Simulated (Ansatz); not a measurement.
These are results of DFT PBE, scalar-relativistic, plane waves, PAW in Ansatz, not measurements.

Cutoff 420 eV; k points 12×12×12 on the computed 3-atom cell (Γ-centred); Gaussian smearing, width 0.10 eV; no spin polarisation.

Structure with the computed forces (eV/Å) in the last three columns:

```xyz
3
Lattice="2.0214 1.1671 9.2043 -2.0214 1.1671 9.2043 0.0000 -2.3341 9.2043" Properties=species:S:1:pos:R:3:forces:R:3 pbc="T T T" pressure_GPa=4.10
Sr    0.0000    0.0000    0.0000    0.0000    0.0000    0.0000
Sr    0.0000    0.0000    6.0843    0.0000    0.0000    0.2690
Sr    0.0000    0.0000   21.5284    0.0000    0.0000   -0.2690
```

Stress tensor (GPa, compression positive):

```
3.26 0.00 0.00
0.00 3.26 0.00
0.00 0.00 5.79
```

This form isn't the element's structure at ambient conditions.